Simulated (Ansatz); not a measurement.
What strain does to KF (zincblende)

Zincblende KF, relaxed with r2SCAN in the PAW code Ansatz. It is cubic, F-43m (No. 216); a = 5.871 Å in the conventional setting, 25.29 Å³ an atom. Around K lie 4 F at 2.54 Å; around F lie 4 K at 2.54 Å.

The axes x, y and z are those of this cell:
```
K F
1.0
     0.00000    2.93540    2.93540
     2.93540    0.00000    2.93540
     2.93540    2.93540    0.00000
K F
1 1
Cartesian
  0.0000 0.0000 0.0000
  1.4677 1.4677 1.4677
```

Unstrained: The PBE gap is indirect, 5.169 eV (W to Γ), below the direct gap of 5.380 eV at Γ. r2SCAN gives an indirect gap of 5.748 eV, from W to Γ; the least direct gap is 5.957 eV at Γ. HSE06 gives an indirect gap of 7.038 eV, from W to Γ; the least direct gap is 7.256 eV at Γ. Meshes: PBE 8×8×8, r2SCAN 8×8×8, HSE06 6×6×6. Strains are changes of length per length. After each strain the atoms were relaxed again with r2SCAN within the symmetry that the strain leaves, so tilts or polar shifts that break it weren't tested; points keep the names that they have in the unstrained zone. The cell comes from a prototype generator: it can be a known phase or a hypothetical one. Spin polarisation is off.

Changes of the least gap in eV (an overlap counts as a negative gap):
```csv
strain,volume change (%),space group,PBE,r2SCAN,HSE06,"energy rise, r2SCAN (meV/atom)"
"epitaxial -1.53 % in the xy plane, free normal strain +2.85 %",-0.3,I-4m2,0.000,0.000,–,0.2
"biaxial +4.67 % in x and y, z held",+9.6,I-4m2,-0.255,-0.229,–,14.3
```

Epitaxial -1.53 % in the xy plane, free normal strain +2.85 %. r2SCAN: the gap goes from 5.748 to 5.748 eV (0.000 eV); the edges go from W → Γ to (3/8, -1/2, -1/8) → Γ. Stress change with r2SCAN, compression positive: xx +0.06, yy +0.06, zz -0.02 GPa.

Biaxial +4.67 % in x and y, z held. r2SCAN: the gap goes from 5.748 to 5.519 eV (-0.229 eV). Stress change with r2SCAN, compression positive: xx -1.81, yy -1.81, zz -1.63 GPa.

The meshes of the hybrids are coarse, so their gaps aren't converged to the digits shown.
